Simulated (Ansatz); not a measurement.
The system is GaN.

```
Ga N
1.0
     0.00000    2.25350    2.25350
     2.25350    0.00000    2.25350
     2.25350    2.25350    0.00000
Ga N
1 1
Cartesian
  0.0000 0.0000 0.0000
  1.1268 1.1268 1.1268
```

The cell is a database's computed one.

```yaml
Program: Ansatz 0.2.0
Task: relaxation of cell and atoms
Functional: LDA
Potentials_or_basis: all-electron LAPW, scalar-relativistic
Basis_error_allowed: 0.001 eV/atom
k_mesh: 10 × 10 × 10
Occupations: fermi-dirac, width 0.05 eV
Spin: no spin polarisation
```

At the start: volume 11.44 Å³/atom.

Task: How do energy, volume and symmetry change on relaxing?

Result: Over 5 steps the energy falls by 7.7 meV/atom and the volume is 11.07 Å³/atom (-3.3 %); space group F-43m (No. 216, to 0.05 Å).

Step by step:
| step | energy change (eV) | largest force (eV/Å) | volume (Å³) |
| --- | --- | --- | --- |
| 1 | 0.0000 | 0.0000 | 22.89 |
| 2 | -0.0128 | 0.0000 | 22.44 |
| 3 | -0.0153 | 0.0000 | 22.11 |
| 4 | -0.0153 | 0.0000 | 22.13 |
| 5 | -0.0153 | 0.0000 | 22.13 |

Final structure:
```yaml
crystal:
  lattice:
    - [0.00000, 2.22844, 2.22844]
    - [2.22844, 0.00000, 2.22844]
    - [2.22844, 2.22844, 0.00000]
  atoms:
    - { symbol: Ga, position: [0.00000, 0.00000, 0.00000] }
    - { symbol: N, position: [0.25000, 0.25000, 0.25000] }
```
